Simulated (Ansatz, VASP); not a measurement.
**SiGe2 in VASP and in Ansatz**

Contents of INCAR:

```
PREC     = Accurate       # precision mode
ENCUT    = 600            # plane-wave cutoff, eV
EDIFF    = 1E-7           # SCF threshold, eV
ISMEAR   = 0              # smearing method
SIGMA    = 0.1            # smearing width, eV
LREAL    = False          # projectors in reciprocal space
LASPH    = True           # aspherical terms in the spheres
NELM     = 60             # most SCF steps
ALGO     = Normal         # electronic algorithm
ISIF     = 3              # what is computed and relaxed
LWAVE    = False          # write WAVECAR
LCHARG   = False          # write CHGCAR
GGA      = PE             # functional
IBRION   = 2              # ionic algorithm
NSW      = 90             # ionic steps
EDIFFG   = -0.04          # ionic threshold
```

Contents of KPOINTS:

```
Automatic mesh
0
Gamma
  4 4 4
```

POSCAR

```
SiGe2
1.0
    0.0000000000      3.7038896855      3.7038896855
    3.7038896855      0.0000000000      3.7038896855
    3.7038896855      3.7038896855      0.0000000000
Si Ge
2 4
Direct
    0.0000000000      0.0000000000      0.0000000000
    0.2500000000      0.2500000000      0.2500000000
    0.6250000000      0.6250000000      0.6250000000
    0.1250000000      0.6250000000      0.6250000000
    0.6250000000      0.6250000000      0.1250000000
    0.6250000000      0.1250000000      0.6250000000
```

Input for Ansatz:

```yaml
crystal:
  lattice:
    - [0.0, 3.7038896855, 3.7038896855]
    - [3.7038896855, 0.0, 3.7038896855]
    - [3.7038896855, 3.7038896855, 0.0]
  atoms:
    - { symbol: Si, position: [0.0, 0.0, 0.0] }
    - { symbol: Si, position: [0.25, 0.25, 0.25] }
    - { symbol: Ge, position: [0.625, 0.625, 0.625] }
    - { symbol: Ge, position: [0.125, 0.625, 0.625] }
    - { symbol: Ge, position: [0.625, 0.625, 0.125] }
    - { symbol: Ge, position: [0.625, 0.125, 0.625] }
basis:
  ecutwfc: 420
kpoints:
  mp_grid: { grid: [4, 4, 4] }
hamiltonian:
  xc: pbe
scf:
  occupations: { method: gaussian, width: 0.1 }
  lower_state_search: "off"
output:
  forces: true
  stress: true
  eigenvalues: true
relax:
  adjacent_minimum: "off"
  f_tol: 0.04
  max_steps: 70
  cell: { stress_tol: 0.4 }
```

Alike in both runs: task relaxation of cell and atoms; functional PBE; k mesh 4 × 4 × 4; occupations gaussian, width 0.1 eV; no spin polarisation.

```csv
,VASP,Ansatz
version,VASP 6.6.1,Ansatz 0.2.0
potentials or method,"VASP PAW PBE potentials, release 64 (Si, Ge_d)","scalar-relativistic, plane waves, PAW"
plane-wave cutoff (eV),600,420
valence electrons in the cell,64,64
```

Ansatz gave:

* gap on the k mesh at the Fermi level, each at its own relaxed structure (eV): none
* relaxed volume (Å³/atom): 19.29
* relaxed cell length with the largest relative difference (Å): 5.470
* energy change over the relaxation (meV/atom): -71

Task: Which values does VASP return?

Result: gap on the k mesh at the Fermi level, each at its own relaxed structure (eV): none; relaxed volume (Å³/atom): 19.33; relaxed cell length with the largest relative difference (Å): 5.474; energy change over the relaxation (meV/atom): -72.

A gap of «none» marks a metal or a gap that the smearing closes.

Caveats: the k mesh is coarse (spacing up to 0.37 Å⁻¹), so the values aren't converged.
